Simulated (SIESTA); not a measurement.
Runs of SIESTA 5.4.2 on SiNi3. The structure is cubic, space group Pm-3m (No. 221). The conventional cell has a = 3.542 Å, b = 3.542 Å, c = 3.542 Å, α = 90.00°, β = 90.00°, γ = 90.00°. Around Ni (site symmetry 4/mmm) lie 8 Ni at 2.50 Å and 4 Si at 2.50 Å. Si (site symmetry m-3m) has 12 Ni at 2.50 Å as nearest neighbours. 

```tsv
potentials or basis	gap on the mesh (eV)	pressure (GPa)	moment (μB)
PseudoDojo 0.4 standard (PBEsol files), DZ (energy shift 0.003 Ry; two zetas on semicore shells)	none	-4.8	0.00
PseudoDojo 0.4 standard (PBEsol files), SZP (energy shift 0.003 Ry)	none	-9.3	0.00
PseudoDojo 0.4 standard (PBEsol files), TZP (energy shift 0.003 Ry; two zetas on semicore shells)	none	(b)	0.00
PseudoDojo 0.4 standard (PBEsol files), DZP (energy shift 0.003 Ry; two zetas on semicore shells)	none	(a)	0.00
PseudoDojo 0.4 standard (PBEsol files), SZ (energy shift 0.003 Ry)	none	20.1	0.00
PseudoDojo 0.4 standard (PBEsol files), TZDP (energy shift 0.003 Ry; two zetas on semicore shells)	none	-14.9	0.00
```

Alike in all rows: task band structure; level PBEsol; spin collinear, ferromagnetic start; cell as given; k mesh 8 × 8 × 8; smearing fermi-dirac 0.05 eV; grid cutoff 800 Ry; energy shift 0.003 Ry.

Fill in the values left out.

(a) -13.8; (b) -15.0.

Caveats: short orbitals over semicore shells can move pressures by several GPa; the basis of atomic orbitals isn't converged, which shifts pressures, moduli and gaps; the basis has no polarisation orbitals (some runs).

A gap of «none» marks a metal or a gap under the smearing width.
